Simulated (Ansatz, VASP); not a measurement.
**Two plane-wave programs on Al2Cu**

The input INCAR:

```
SYSTEM = Al2Cu
ALGO = Fast ; EDIFF = 1E-6
ENCUT = 520 ; GGA = PS
ISIF = 2 ; ISMEAR = 0
LASPH = .TRUE. ; LCHARG = .FALSE.
LREAL = .FALSE. ; LWAVE = .FALSE.
NBANDS = 16 ; NELM = 100
PREC = Accurate ; SIGMA = 0.15
```

Contents of KPOINTS:

```
k-points
0
G
  10 10 14
  0 0 0
```

The input POSCAR:

```
Al2Cu
1.0
    4.0366268726      0.0000000000      0.0000000000
    0.0000000000      4.0366268726      0.0000000000
    0.0000000000      0.0000000000      2.9122037200
Al Cu
2 1
Direct
    0.5074638706      0.0000000000      0.5000000000
   -0.1089562558      0.5000000000      0.5000000000
    0.0430935180      0.0000000000      0.0000000000
```

Input for Ansatz:

```yaml
crystal:
  lattice:
    - [4.0366268726, 0.0, 0.0]
    - [0.0, 4.0366268726, 0.0]
    - [0.0, 0.0, 2.91220372]
  atoms:
    - { symbol: Al, position: [0.5074638706, 0.0, 0.5] }
    - { symbol: Al, position: [-0.1089562558, 0.5, 0.5] }
    - { symbol: Cu, position: [0.043093518, 0.0, 0.0] }
basis:
  ecutwfc: 520.0
kpoints:
  mp_grid: { grid: [10, 10, 14] }
hamiltonian:
  xc: pbesol
  pseudopotentials: { kind: paw, azcp: { folder: soft_1 } }
scf:
  occupations: { method: gaussian, width: 0.15 }
output:
  forces: true
  stress: true
  eigenvalues: true
```

Change from the starting cell: mode 4 frozen in at -0.445 Å, strain +e along z and -e/2 along x and y +0.0233.

Alike in both runs: task single point; functional PBEsol; k mesh 10 × 10 × 14; occupations gaussian, width 0.15 eV; no spin polarisation.

|  | VASP | Ansatz |
| --- | --- | --- |
| version | VASP 6.6.1 | Ansatz 0.2.0 |
| potentials or method | VASP PAW PBE potentials, release 64 (Al, Cu) | scalar-relativistic, plane waves, PAW |
| plane-wave cutoff (eV) | 520 | 520 |
| valence electrons in the cell | 17 | 25 |

|  | VASP | Ansatz | Ansatz less VASP |
| --- | --- | --- | --- |
| gap on the k mesh at the Fermi level (eV) | none | none | - |
| pressure (GPa) | 3.7 | 3.3 | -0.47 |
| largest component of the traceless stress (GPa) | 5.80 | 5.81 | +0.015 |
| rms of the force components (eV/Å) | 0.609 | 0.613 | +0.0038 |

Atom by atom the forces differ by 0.004 eV/Å (rms over components). A gap of «none» marks a metal or a gap that the smearing closes. With one functional, cell and mesh, what is left measures potentials, basis and numerics. The two sets of potentials don't hold the same shells in valence. Ansatz warned: «pseudo_functional_mismatch».

Caveats: the PAW data sets were made with another functional, which shifts forces and pressure a little (VASP).
